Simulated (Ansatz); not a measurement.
MoTe2 (3R-MoS2 type) at its r2SCAN+rVV10 geometry, run in the PAW code Ansatz at 2 levels of theory. The calculation is non-magnetic, and the structure need not be a phase that has been made.

The LDA input:
```yaml
crystal:
  lattice:
    - [1.7734078889, 1.0238775221, 7.104136912]
    - [-1.7734078889, 1.0238775221, 7.104136912]
    - [0.0, -2.0477550442, 7.104136912]
  atoms:
    - { symbol: Mo, position: [-3.68535e-05, -3.68535e-05, -3.68535e-05] }
    - { symbol: Te, position: [0.4174226637, 0.4174226637, 0.4174226637] }
    - { symbol: Te, position: [0.2492808564, 0.2492808564, 0.2492808564] }
kpoints:
  mp_grid: { grid: [8, 8, 8] }
  band_path:
    path:
      - [0.0, 0.0, 0.0]
      - [-0.5, -0.5, -0.5]
      - [-0.5, -0.1805145091, -0.8194854909]
      - [-0.1805145091, 0.1805145091, -0.5]
      - [0.0, 0.0, -0.5]
      - [0.0, 0.3402572545, -0.3402572545]
      - [-0.3402572545, 0.0, -0.6597427455]
      - [-0.5, 0.0, -0.5]
      - [0.0, 0.200521, -0.203125]
      - [-0.1624630582, 0.1624630582, -0.5]
    npoints: 1
hamiltonian:
  xc: lda
scf:
  occupations: { method: fixed }
  n_extra_bands: 4
output:
  forces: true
  stress: true
  eigenvalues: true
  write_density: true
  write_potential: true
  elf: true
  volumetric_format: npy
```

Main results, then, where recorded, the levels near the gap in eV from the Fermi energy (columns number the bands from 0), one row a point of the path (Γ, T, H₂, H₀, L, S₀, S₂, F, Γ–S₀ (0.59), H₀–L (0.10)):
```
Crystal: 3 atoms, lattice volume = 77.396 Å³
Symmetry: 6 space group operations
Space group: R3m (ITA 160)
```
```
Basis set: ecut = 420 eV, 1493 PW (Γ), FFT grids on a1−a2, a2, −a2+a3
k-points: 65 of 512 (time reversal used)
SCF converged after 7 iterations
Free energy (F): -18498.063711 eV
Fermi energy:    11.602414 eV
--- Forces (eV/Å), atoms counted from 1 ---
  atom   1  Mo      0.00000      0.00000      0.00079
  atom   2  Te      0.00000      0.00000    -0.28570
  atom   3  Te      0.00000      0.00000      0.28491
--- Stress (GPa, compression-positive) ---
       -4.027544       0.000000       0.000000
        0.000000      -4.027544       0.000000
        0.000000       0.000000      -3.258591
  P = ⅓ Tr σ = -3.7712 GPa (-37.712 kbar)
```
```tsv
band_19	band_20	band_21	band_22	band_23	band_24	band_25
-1.084	-1.084	-0.963	-0.420	2.797	2.797	3.244
-1.875	-1.065	-1.065	0.000	2.946	2.946	3.077
-3.288	-2.959	-1.888	-0.198	0.908	1.666	2.409
-3.288	-2.959	-1.888	-0.198	0.908	1.666	2.409
-2.526	-1.530	-1.007	-0.409	1.247	1.461	3.067
-3.294	-2.933	-1.906	-0.189	0.888	1.670	2.383
-3.294	-2.933	-1.906	-0.189	0.888	1.670	2.383
-2.447	-2.101	-0.819	-0.631	1.198	1.608	2.763
-2.694	-2.061	-1.051	-0.608	0.781	1.531	2.112
-3.270	-2.941	-1.895	-0.190	0.877	1.645	2.353
```

LDA gives an indirect gap of 0.78 eV, from T to Γ–S₀ (0.59 of the way from Γ); the least direct gap is 1.07 eV at H₀–L (0.10 of the way from H₀).

PBE+SOC. Against the first input these blocks differ (the band path and keys that only write files left aside):
```yaml
hamiltonian:
  xc: pbe
scf:
  occupations: { method: fermi_dirac, width: 0.02 }
  n_extra_bands: 8
magnetization:
  noncollinear: true
  spin_orbit: true
```

```
Basis set: ecut = 420 eV, 1493 PW (Γ), FFT grids on a1−a3, a2−a3, a3
k-points: 65 of 512 (time reversal used)
SCF converged after 9 iterations
Free energy (F): -18923.303671 eV
Fermi energy:    12.362673 eV
--- Forces (eV/Å), atoms counted from 1 ---
  atom   1  Mo      0.00000      0.00000      0.00289
  atom   2  Te      0.00000      0.00000      0.20693
  atom   3  Te      0.00000      0.00000    -0.20981
--- Stress (GPa, compression-positive) ---
        1.596247       0.000000       0.000000
        0.000000       1.596247       0.000000
        0.000000       0.000000       2.823791
  P = ⅓ Tr σ = 2.0054 GPa (20.054 kbar)
```
```tsv
band_38	band_39	band_40	band_41	band_42	band_43	band_44	band_45	band_46	band_47	band_48	band_49	band_50	band_51
-1.730	-1.730	-1.403	-1.403	-1.336	-1.336	-0.904	-0.904	2.045	2.045	2.569	2.569	2.680	2.680
-2.291	-2.291	-1.673	-1.673	-1.386	-1.386	-0.423	-0.423	2.190	2.190	2.362	2.362	2.838	2.838
-4.017	-3.619	-3.452	-3.286	-2.347	-2.334	-0.729	-0.514	0.469	0.502	1.224	1.264	1.924	2.034
-4.017	-3.619	-3.452	-3.286	-2.347	-2.334	-0.729	-0.514	0.469	0.502	1.224	1.264	1.924	2.034
-2.971	-2.971	-2.038	-2.038	-1.460	-1.460	-0.821	-0.821	0.808	0.808	1.050	1.050	2.677	2.677
-4.027	-3.613	-3.452	-3.245	-2.362	-2.358	-0.721	-0.502	0.446	0.484	1.226	1.267	1.898	2.011
-4.027	-3.613	-3.452	-3.245	-2.362	-2.358	-0.721	-0.502	0.446	0.484	1.226	1.267	1.898	2.011
-2.902	-2.902	-2.582	-2.582	-1.285	-1.285	-1.044	-1.044	0.759	0.759	1.194	1.194	2.374	2.374
-3.254	-3.037	-2.589	-2.484	-1.636	-1.455	-1.056	-0.939	0.371	0.382	1.073	1.131	1.630	1.742
-4.006	-3.597	-3.453	-3.242	-2.358	-2.343	-0.722	-0.502	0.435	0.473	1.204	1.241	1.869	1.980
```

PBE+SOC gives an indirect gap of 0.79 eV, from T to Γ–S₀ (0.59 of the way from Γ); the least direct gap is 0.94 eV at H₀–L (0.10 of the way from H₀). With the atoms held, the mean pressure is +2.01 GPa (compression positive).

Totals of different functionals, or with and without spin-orbit coupling, can't be compared.

Only the levels marked +SOC include spin-orbit coupling.
